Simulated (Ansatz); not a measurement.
W: an elastic constant from a strain scan

Level of theory: DFT PBE, scalar-relativistic, plane waves, PAW in Ansatz. Settings: plane waves to 420 eV, k-mesh 26×26×26 (Γ-centred), Gaussian smearing 0.15 eV. Spin–orbit coupling is left out, which can shift energies with elements as heavy as these. No spin polarisation. Energies are free energies at this smearing, counted from the undisturbed cell; pressure is positive in compression.

The undisturbed cell (relaxed at this level):

```xyz
1
Lattice="-1.5918 1.5918 1.5918 1.5918 -1.5918 1.5918 1.5918 1.5918 -1.5918" Properties=species:S:1:pos:R:3 pbc="T T T"
W     0.0000    0.0000    0.0000
```

The cell is strained by ε times the Voigt pattern (0, 1, 0, 0, 0, 0) (xx, yy, zz, yz, xz, xy; engineering shear) with fractional coordinates fixed. The cell holds 1 atom in V0 = 16.13 Å³. The stress column is τ = (1/V0) dE/dε, got from the stress tensor σ (compression positive) at each point as −det(1 + εP) σ : P(1 + εP)⁻¹, with P the pattern as a tensor.

```
      ε  ΔE (meV/atom)  τ (GPa)
-0.1000        322.618  -70.517
-0.0750        171.982  -49.443
-0.0500         72.021  -30.350
-0.0250         16.973  -13.861
 0.0000          0.000   -0.013
 0.0250         15.122   11.693
 0.0500         57.227   21.448
 0.0750        121.629   29.436
 0.0875        160.833   32.788
 0.1000              ?        ?
```

Task: Which combination of elastic constants does this scan measure, and how large is it?

Result: For small ε, τ = τ0 + Kε with K = pᵀCp, which for this pattern is C11 in the cubic axes. The parabola through τ at ε = -0.0250, 0 and 0.0250 has slope K = 511 GPa at zero. The energies per cell, E = NΔE, of the same two points give K = 2[E(ε₊)/ε₊ − E(ε₋)/ε₋]/[(ε₊ − ε₋)V0] = 510 GPa, in agreement.

Task: Predict the withheld row at ε = 0.1000 from the harmonic law, and compare.

Result: ΔE = V0(τ0 ε + Kε²/2)/N = 257.176 meV/atom and τ = 51.09 GPa. The calculation gives 203.985 meV/atom and 35.71 GPa: the energy lies 21 % below the harmonic value, as bonds soften when stretched.

In a metal these slopes depend on the k mesh and the smearing.